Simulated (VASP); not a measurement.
# Ta: single point with PBE

Ta:

```
Ta
1.0
     0.00000    2.12637    2.12637
     2.12637    0.00000    2.12637
     2.12637    2.12637    0.00000
Ta
1
Direct
  0.00000 0.00000 0.00000
```

The cell was built by a generator and needn't be a form met in nature.

```json
{
  "Program": "VASP 6.6.1",
  "Task": "single point",
  "Functional": "PBE",
  "Potentials or basis": "VASP PAW PBE potentials, release 64 (Ta_pv)",
  "Cutoff": "520 eV",
  "k mesh": "8 × 8 × 8",
  "Occupations": "gaussian, width 0.05 eV",
  "Spin": "no spin polarisation"
}
```

The pressure is -2.5 GPa and the band gap on the k mesh is none (metal or under the smearing width).

Levels at points of the mesh, in eV from the Fermi level:
| k point | band 1 | band 2 | band 3 | band 4 | band 5 | band 6 | band 7 | band 8 | band 9 | band 10 |
| --- | --- | --- | --- | --- | --- | --- | --- | --- | --- | --- |
| (0.00, 0.00, 0.00) | -33.74 | -33.74 | -33.74 | -8.02 | 0.45 | 0.45 | 0.45 | 3.34 | 3.34 | 12.41 |
| (0.50, 0.00, 0.00) | -34.67 | -33.86 | -33.86 | -4.52 | 0.23 | 0.23 | 0.60 | 5.59 | 5.59 | 9.67 |
| (0.50, 0.50, 0.00) | -34.61 | -34.07 | -34.07 | -4.26 | -3.23 | 2.76 | 5.58 | 6.26 | 6.26 | 10.85 |

Wall time 4.2 s on 1 thread of AMD EPYC 9R45 96-Core Processor (Zen 5) (shared host), peak memory 0.11 GiB.

Spin-orbit coupling is left out, which matters for the levels of Ta.
